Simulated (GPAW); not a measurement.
## Cl in GPAW: the effect of functional

Crystal: Cl.

```
Cl
1.0
     3.14500   -2.25000    0.00000
     3.14500    2.25000    0.00000
     0.00000    0.00000    8.21000
Cl
4
Cartesian
  3.1450 0.5850 3.2840
  3.1450 1.6650 7.3890
  3.1450 -0.5850 4.9260
  3.1450 -1.6650 0.8210
```

Alike in all runs:

* Program: GPAW 26.7.0
* Task: band structure
* Cutoff: 600 eV
* Basis: pw
* k mesh: 5 × 5 × 3
* Occupations: fermi-dirac, width 0.05 eV
* Spin: no spin polarisation

Problem. One run gave: gap on the mesh 2.48 eV; largest force 0.63 eV/Å. Which functional did it use?
A. RPBE
B. vdW-DF-cx
C. revPBE
D. AM05
E. BLYP

Solution. E.

```csv
functional,potentials or basis,gap on the mesh (eV),largest force (eV/Å)
LDA,the program's PAW data sets (release 1.2.1) made for this functional,2.33,0.14
AM05,PAW data sets generated in the run's folder for this functional,2.46,0.23
vdW-DF-cx,GPAW PAW data sets (gpaw-data 1.2.1),2.50,0.21
revPBE,the program's PAW data sets (release 1.2.1) made for this functional,2.56,0.13
RPBE,the program's PAW data sets (release 1.2.1) made for this functional,2.58,0.14
BLYP,PAW data sets generated in the run's folder for this functional,2.48,0.63
```

Caveats: the PAW data sets were made with another functional, which shifts forces and pressure a little (some runs).

A k mesh can miss the band edges.

Runs at the PBE level aren't shown here.
